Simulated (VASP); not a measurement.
**PbF₂ (strained fluorite), r²SCAN single-point calculation: Ansatz's output and VASP's**

```
Pb F
1.0
     0.00000    3.01698    3.01698
     3.01698    0.00000    3.01698
     3.01698    3.01698    0.00000
Pb F
1 2
Direct
  0.00000 0.00000 0.00000
  0.25000 0.25000 0.25000
  0.75000 0.75000 0.75000
```

Ansatz printed

```
SCF 1 converged in 7 iterations: F = -13542.200000 eV  dr2 = 3.27e-9
  greatest PAW one-centre occupation: 0.983 electrons in one spin orbital (limit 2), on the Pb atom at site 0 (counted from 0), in its partial waves of l = 2
NSCF: frozen V_eff on 8 k-points
SCF converged after 7 iterations
Free energy (F): -13542.200000 eV
Harris-Foulkes:  -13542.200000 eV  (|F-HF|=2.22e-9)
Internal energy: -13542.200000 eV  (E = F + TS)
E sigma→0 (E₀):  -13542.200000 eV
Fermi energy:    3.834151 eV
--- Per-component energies (eV) ---
  E_band       = -161.693151
  E_kinetic    = 699.277441
  E_local      = -2317.827212  (includes V_loc(G=0)·N_el)
  E_nonlocal   = 496.307849
  E_hartree    = 891.913602
  E_xc         = -367.868725
  E_vxc        = -378.475057  (∫ρ·V_xc dr)
  E_paw        = -10833.987536  (= ΣΔE_a)
  E_vpaw       = -472.442158  (= ΣTr[D̂ρ^β])
  E_aug_tail   = 0.002091  (compensation charges beyond the density's cutoff)
  E_vtau       = 27.638280  (kinetic-family band-sum trace: ∫τ·v_τ [+ j·A + Jᵃ·Aᵃ] dr)
  E_ewald      = -2110.920230
  E_core_change = 0.902719  (= ΣΔE_core)
  E_smearing   = -0.000000  (= −TS)
  E_closure    = -0.000000  (closes the sum)
  Σ components = -13542.200000   (vs F -13542.200000, Δ=0.00e0)
--- Forces (eV/Å), atoms counted from 1 ---
  atom   1  Pb    -0.00000000     0.00000000     0.00000000
  atom   2  F     -0.00000000     0.00000000    -0.00000000
  atom   3  F      0.00000000    -0.00000000     0.00000000
  max |Σ_I F_I| component: 9.25e-18 eV/Å
--- Stress (GPa, compression-positive) ---
       -3.821586       0.000000       0.000000
        0.000000      -3.821586       0.000000
        0.000000       0.000000      -3.821586
  P = ⅓ Tr σ = -3.8216 GPa (-38.216 kbar)
--- Band table (eV; the first three rows and the last of 29) ---
  k-point 0: bands = ["-18.1242", "-17.6227", "-11.0164", "-11.0164", "-11.0164", "-10.9927", "-10.9927", "-0.6659", "1.5347", "1.5347", "1.5347", "2.0279", "2.0279", "2.0279", "11.0819", "11.0819", "11.0819", "14.4111"]
  k-point 1: bands = ["-18.1003", "-17.6441", "-11.0120", "-11.0120", "-10.9924", "-10.9922", "-10.9922", "-0.8995", "1.4292", "1.5128", "1.5128", "2.0020", "2.0020", "2.3976", "10.4989", "11.1988", "11.1988", "15.3419"]
  k-point 2: bands = ["-18.0368", "-17.7003", "-11.0095", "-11.0095", "-10.9829", "-10.9829", "-10.9357", "-1.3413", "1.2790", "1.4618", "1.4618", "1.9387", "1.9387", "3.0568", "9.7372", "11.4854", "11.4854", "16.6918"]
  k-point 28: bands = ["-17.8556", "-17.8556", "-11.0080", "-10.9849", "-10.9489", "-10.8976", "-10.8976", "-2.2261", "0.4264", "1.3908", "1.3908", "2.3548", "2.4580", "3.8342", "10.3278", "10.3278", "11.6271", "14.2733"]
```

Datasets and cutoffs are each program's own. VASP's cell holds 28 valence electrons and Ansatz's 28. Ansatz's stress includes a Pulay correction; VASP's doesn't.

Problem. What does VASP give for the same cell and level of theory?

Solution. gap between bands v and c 4.94 eV; least direct gap 5.08 eV; pressure -3.9 GPa.

From OUTCAR

```
k-points           NKPTS =     29   k-points in BZ     NKDIM =     29   number of bands    NBANDS=     21

   NELECT =      28.0000    total number of electrons

   dimension x,y,z NGX =    32 NGY =   32 NGZ =   32
   dimension x,y,z NGXF=    64 NGYF=   64 NGZF=   64

  energy-cutoff  :      520.00
  volume of cell :       54.92
      direct lattice vectors                 reciprocal lattice vectors
     0.000000000  3.016983274  3.016983274    -0.165728463  0.165728463  0.165728463
     3.016983274  0.000000000  3.016983274     0.165728463 -0.165728463  0.165728463
     3.016983274  3.016983274  0.000000000     0.165728463  0.165728463 -0.165728463

 k-points in reciprocal lattice and weights: KPOINTS created by Atomic Simulation Env
   0.00000000  0.00000000  0.00000000       0.002
   0.12500000  0.00000000  0.00000000       0.016
   0.25000000  0.00000000  0.00000000       0.016
   0.37500000  0.00000000  0.00000000       0.016
   0.50000000  0.00000000  0.00000000       0.008
   0.12500000  0.12500000  0.00000000       0.012
   0.25000000  0.12500000  0.00000000       0.047
   0.37500000  0.12500000  0.00000000       0.047
   ...

 E-fermi :   0.9141

 k-point     1 :       0.0000    0.0000    0.0000
  band No.  band energies     occupation
      1     -21.0879      2.00000
      2     -20.5833      2.00000
      3     -13.9497      2.00000
      4     -13.9497      2.00000
      5     -13.9497      2.00000
      6     -13.9201      2.00000
      7     -13.9201      2.00000
      8      -3.6608      2.00000
      9      -1.4283      2.00000
     10      -1.4283      2.00000
     11      -1.4283      2.00000
     12      -0.9339      2.00000
     13      -0.9339      2.00000
     14      -0.9339      2.00000
     15       8.1014      0.00000
     16       8.1014      0.00000
     17       8.1014      0.00000
     18      11.4288      0.00000
     19      16.6506      0.00000
     20      16.6506      0.00000
     21      18.9522      0.00000

 k-point     2 :       0.1250    0.0000    0.0000
  band No.  band energies     occupation
      1     -21.0639      2.00000
      2     -20.6046      2.00000
      3     -13.9451      2.00000
      4     -13.9451      2.00000
      5     -13.9255      2.00000
      6     -13.9198      2.00000
      7     -13.9198      2.00000
      8      -3.8919      2.00000
      9      -1.5344      2.00000
     10      -1.4503      2.00000
     11      -1.4503      2.00000
     12      -0.9600      2.00000
     13      -0.9600      2.00000
     14      -0.5669      2.00000
     15       7.5192      0.00000
     16       8.2185      0.00000
     17       8.2185      0.00000
     18      12.3606      0.00000
     19      16.1769      0.00000
     20      16.1769      0.00000
     21      18.1856      0.00000

 k-point     3 :       0.2500    0.0000    0.0000
  band No.  band energies     occupation
      1     -21.0000      2.00000
      2     -20.6615      2.00000
      3     -13.9407      2.00000
      4     -13.9407      2.00000
      5     -13.9122      2.00000
      6     -13.9122      2.00000
      7     -13.8686      2.00000
      8      -4.3306      2.00000
      9      -1.6853      2.00000
     10      -1.5015      2.00000
     11      -1.5015      2.00000
     12      -1.0236      2.00000
     13      -1.0235      2.00000
     14       0.0881      2.00000
     15       6.7601      0.00000
     16       8.5060      0.00000
     17       8.5060      0.00000
     18      13.7140      0.00000
     19      15.5577      0.00000
     20      15.5577      0.00000
     21      16.9155      0.00000

 k-point     4 :       0.3750    0.0000    0.0000
  band No.  band energies     occupation
      1     -20.9168      2.00000
      2     -20.7364      2.00000
      3     -13.9430      2.00000
      4     -13.9430      2.00000
      5     -13.8979      2.00000
      6     -13.8979      2.00000
      7     -13.8132      2.00000
      8      -4.6766      2.00000
      9      -1.8216      2.00000
     10      -1.5501      2.00000
     11      -1.5501      2.00000
     12      -1.0880      2.00000
     13      -1.0879      2.00000
     14       0.6278      2.00000
     15       6.3637      0.00000
     16       8.8000      0.00000
     17       8.8000      0.00000
     18      14.1857      0.00000
     19      15.1998      0.00000
     20      15.1998      0.00000
     21      15.8764      0.00000

 ...

  Total       -1.3468753     -1.3468753     -1.3468753      0.0000000      0.0000000      0.0000000
  in kB      -39.2906556    -39.2906556    -39.2906556      0.0000000      0.0000000      0.0000000
  external PRESSURE =     -39.2906556 kB  Pullay stress =       0.0000000 kB

 POSITION                                       TOTAL-FORCE (eV/Angst)
 -----------------------------------------------------------------------------------
      0.00000      0.00000      0.00000        -0.000000     -0.000000     -0.000000
      1.50849      1.50849      1.50849        -0.000000     -0.000000      0.000000
      4.52547      4.52547      4.52547         0.000000      0.000000      0.000000
 -----------------------------------------------------------------------------------
    total drift:                                0.000000     -0.000000      0.000000

  FREE ENERGIE OF THE ION-ELECTRON SYSTEM (eV)
  ---------------------------------------------------
  free  energy   TOTEN  =       -70.1275030355 eV

  energy  without entropy=      -70.1275030355  energy(sigma->0) =      -70.12750304
```
